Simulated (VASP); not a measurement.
Here is a VASP 6.6.1 calculation.

The input INCAR:

```
SYSTEM = HC60N3
PREC = Accurate ; ENCUT = 520
EDIFF = 1E-6 ; ISMEAR = 0
SIGMA = 0.03 ; LREAL = .False.
LASPH = .True. ; NELM = 80
ALGO = Normal ; ISIF = 2
LWAVE = .False. ; LCHARG = .False.
GGA = PE
```

File KPOINTS:

```
Automatic mesh
0
Gamma
  2 2 2
  0 0 0
```

POSCAR

```
HC60N3
1.0
    7.1400000000      0.0000000000      0.0000000000
    0.0000000000      7.1400000000      0.0000000000
    0.0000000000      0.0000000000      7.1400000000
H C N
1 60 3
Direct
    0.5479784600      0.5479784600      0.5479784600
    0.6351474600      0.6351474600      0.6351474600
    0.5014860000      0.7507060000      0.7507060000
    0.7507060000      0.5014860000      0.7507060000
    0.7507060000      0.7507060000      0.5014860000
    0.4950870000      0.2505090000      0.7494590000
    0.4950870000      0.7494590000      0.2505090000
    0.2505090000      0.4950870000      0.7494590000
    0.7494590000      0.4950870000      0.2505090000
    0.2505090000      0.7494590000      0.4950870000
    0.7494590000      0.2505090000      0.4950870000
    0.6235760000      0.3759650000      0.8734240000
    0.6235760000      0.8734240000      0.3759650000
    0.3759650000      0.6235760000      0.8734240000
    0.8734240000      0.6235760000      0.3759650000
    0.3759650000      0.8734240000      0.6235760000
    0.8734240000      0.3759650000      0.6235760000
    0.5050870000      0.2510410000      0.2510410000
    0.2510410000      0.5050870000      0.2510410000
    0.2510410000      0.2510410000      0.5050870000
    0.1273950000      0.6227350000      0.6227350000
    0.6227350000      0.1273950000      0.6227350000
    0.6227350000      0.6227350000      0.1273950000
    0.9999620000      0.4999560000      0.4999560000
    0.4999560000      0.9999620000      0.4999560000
    0.4999560000      0.4999560000      0.9999620000
    0.1278200000      0.3773090000      0.3773090000
    0.3773090000      0.1278200000      0.3773090000
    0.3773090000      0.3773090000      0.1278200000
    0.6239330000      0.8758650000      0.8758650000
    0.8758650000      0.6239330000      0.8758650000
    0.8758650000      0.8758650000      0.6239330000
    0.0011195000      0.7494200000      0.7494200000
    0.7494200000      0.0011195000      0.7494200000
    0.7494200000      0.7494200000      0.0011195000
    0.1237350000      0.3750450000      0.8761320000
    0.1237350000      0.8761320000      0.3750450000
    0.3750450000      0.1237350000      0.8761320000
    0.8761320000      0.1237350000      0.3750450000
    0.3750450000      0.8761320000      0.1237350000
    0.8761320000      0.3750450000      0.1237350000
    0.9987500000      0.2495250000      0.7493430000
    0.9987500000      0.7493430000      0.2495250000
    0.2495250000      0.9987500000      0.7493430000
    0.7493430000      0.9987500000      0.2495250000
    0.2495250000      0.7493430000      0.9987500000
    0.7493430000      0.2495250000      0.9987500000
    0.1237820000      0.1237820000      0.6246850000
    0.1237820000      0.6246850000      0.1237820000
    0.6246850000      0.1237820000      0.1237820000
    0.0017403000      0.2503660000      0.2503660000
    0.2503660000      0.0017403000      0.2503660000
    0.2503660000      0.2503660000      0.0017403000
    0.1249420000      0.8743930000      0.8743930000
    0.8743930000      0.1249420000      0.8743930000
    0.8743930000      0.8743930000      0.1249420000
    0.9999680000      0.9999680000      0.4998950000
    0.9999680000      0.4998950000      0.9999680000
    0.4998950000      0.9999680000      0.9999680000
    0.1254050000      0.1254050000      0.1254050000
    0.9997840000      0.9997840000      0.9997840000
    0.6351560000      0.3648080000      0.3648080000
    0.3648080000      0.6351560000      0.3648080000
    0.3648080000      0.3648080000      0.6351560000
```

Potentials or basis: VASP PAW PBE potentials, release 64 (H, C, N).

Launch:

```bash
$ cat potpaw_PBE.64/H/POTCAR potpaw_PBE.64/C/POTCAR potpaw_PBE.64/N/POTCAR > POTCAR
$ mpirun -np 1 vasp_std > vasp.out
```

Task: Predict the pressure.

Result: 1.2 GPa.

Task: Predict the band gap on the k mesh.

Result: 3.69 eV, indirect (least direct gap 3.75 eV).

Forces in eV/Å, atoms in the order of the input:
```
H   -0.090 -0.090 -0.090
C   -0.708 -0.708 -0.708
C    0.077  0.259  0.259
C    0.259  0.077  0.259
C    0.259  0.259  0.077
C   -0.010  0.005 -0.007
C   -0.010 -0.007  0.005
C    0.005 -0.010 -0.007
C   -0.007 -0.010  0.005
C    0.005 -0.007 -0.010
C   -0.007  0.005 -0.010
C   -0.030  0.020 -0.022
C   -0.030 -0.022  0.020
C    0.020 -0.030 -0.022
C   -0.022 -0.030  0.020
C    0.020 -0.022 -0.030
C   -0.022  0.020 -0.030
C    0.000  0.007  0.007
C    0.007  0.000  0.007
C    0.007  0.007  0.000
C    0.003  0.002  0.002
C    0.002  0.003  0.002
C    0.002  0.002  0.003
C    0.005 -0.003 -0.003
C   -0.003  0.005 -0.003
C   -0.003 -0.003  0.005
C    0.001 -0.002 -0.002
C   -0.002  0.001 -0.002
C   -0.002 -0.002  0.001
C   -0.077  0.101  0.101
C    0.101 -0.077  0.101
C    0.101  0.101 -0.077
C   -0.005 -0.006 -0.006
C   -0.006 -0.005 -0.006
C   -0.006 -0.006 -0.005
C   -0.003  0.005  0.003
C   -0.003  0.003  0.005
C    0.005 -0.003  0.003
C    0.003 -0.003  0.005
C    0.005  0.003 -0.003
C    0.003  0.005 -0.003
C   -0.004  0.006  0.008
C   -0.004  0.008  0.006
C    0.006 -0.004  0.008
C    0.008 -0.004  0.006
C    0.006  0.008 -0.004
C    0.008  0.006 -0.004
C    0.004  0.004 -0.014
C    0.004 -0.014  0.004
C   -0.014  0.004  0.004
C   -0.003 -0.003 -0.003
C   -0.003 -0.003 -0.003
C   -0.003 -0.003 -0.003
C   -0.003  0.000  0.000
C    0.000 -0.003  0.000
C    0.000  0.000 -0.003
C    0.014  0.014  0.019
C    0.014  0.019  0.014
C    0.019  0.014  0.014
C   -0.002 -0.002 -0.002
C    0.003  0.003  0.003
N    0.001  0.051  0.051
N    0.051  0.001  0.051
N    0.051  0.051  0.001
```

Caveat: the k mesh is coarse (spacing up to 0.44 Å⁻¹), so the values aren't converged. PBE gaps usually lie below the measured ones, often by a third to a half.
